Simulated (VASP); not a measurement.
Runs of VASP 6.6.1 on Bi. The structure is cubic, space group Im-3m (No. 229). Conventional cell: a = 3.898 Å, b = 3.898 Å, c = 3.898 Å, α = 90.00°, β = 90.00°, γ = 90.00°. Around Bi (site symmetry m-3m) lie 8 Bi at 3.38 Å. This isn't the form of Bi at room conditions, which is rhombohedral.

```csv
task,level,cell,cutoff (eV),gap on the mesh (eV),pressure (GPa),relaxed volume (Å³/atom)
single point,revPBE+D3(BJ),"Im-3m, 29.61 Å³/atom",520,none,-0.2,-
single point,PBEsol,"Im-3m, 30.08 Å³/atom",520,none,(a),-
relaxation of cell and atoms,PBEsol,relaxed,600,none,0.0,30.06
relaxation of cell and atoms,revPBE+D3(BJ),relaxed,600,none,0.0,29.58
```

Alike in all rows: potentials or basis VASP PAW PBE potentials, release 64 (Bi_d); no spin polarisation; k mesh 11 × 11 × 11; smearing methfessel-paxton 0.1 eV.

Q: Estimate the missing entries.

A: (a) -0.1.

Caveats: the PAW data sets were made with another functional, which shifts forces and pressure a little; spin-orbit coupling is left out, which moves the levels of the heavy elements; pairwise dispersion overbinds metals, which lowers pressure and volume (some runs).

A k mesh can miss the band edges, and the runs leave out spin-orbit coupling on Bi.

A gap of «none» marks a metal or a gap under the smearing width.
